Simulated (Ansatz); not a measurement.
Sn6Ge polymorphs, one row open

Method: DFT PBE, scalar-relativistic, plane waves, PAW in Ansatz 0.2.0. All cells share a 420 eV cutoff and Γ-centred k meshes spaced at most about 0.3 Å⁻¹ (about 0.25 or finer for metals, 2π included). No spin polarisation.

These are static total energies at zero pressure. Rows are sorted by volume; energies count from the lowest form computed. Coordination counts Sn atoms around Ge (those within 1.25 times the shortest such distance or 1.15 times the sum of covalent radii, 1.27 where that leaves under three). The table shows 5 of 6 forms computed.

```
row    form    source  atoms  coordination  V (Å³/atom)  gap on mesh (eV)  ΔE (meV/atom)
  1     R-3  invented      7          Ge 6         27.1                 0              ?
  2  P4/mmm  invented      7          Ge 8         28.0                 0             92
  3  P4/mmm  invented      7          Ge 6         28.2                 0            133
  4   P-31m  invented      7          Ge 6         28.4                 0            130
  5     R-3  invented     14          Ge 3         34.7                 0              0
```

The cell of row 1:

Space group R-3:H (No. 148). a = 6.274 Å, b = 6.274 Å, c = 16.697 Å, α = 90.00°, β = 90.00°, γ = 120.00°
```
atom  site  symmetry       x       y       z
  Sn   18f         1  0.0608  0.7353  0.2440
  Ge    3a       -3.  0.0000  0.0000  0.0000
```

Problem. Estimate the missing energy, and say where the row ranks.

Solution. 79 meV/atom, which puts it above row 5 and below row 2. Counting Sn atoms around Ge, row 1 has Ge 6 and the lowest form (row 5) has Ge 3.

An observed structure of this formula, if there is one, may be missing.

The k mesh leaves some 4 meV/atom of noise in the energy of each metallic cell. The zero gap of R-3 at 34.7 Å³/atom may come from the functional, which often closes small gaps. Cells relaxed within their symmetry can be saddle points. Some structure types and database cells were kept out of the candidates from the start, so a known form may be missing.

The open R-3 form lies lowest, and the four dense forms sit 79 to 133 meV/atom above it. This resembles the contrast between grey and white tin: group 14 atoms can put their four valence electrons into directional sp³ bonds in an open network, or pack more closely with weaker, more delocalised metallic bonding. Three Sn neighbours around Ge would fit such a network if a Ge–Ge contact supplies the fourth bond, which the Sn-only count cannot show.

Among the dense forms, the coordination of Ge does not set the order. The eightfold form at 92 meV/atom falls between sixfold ones, so the arrangement of the tin majority probably matters more. Rows 3 and 4 are too close to rank.

Pressure would favour the dense forms through their smaller volumes, and heat probably would too through their softer phonons, as in tin itself. The ranking does not show that any Sn6Ge compound is stable against separation into the elements, which is the expected outcome given their very small mutual solubility in the solid.
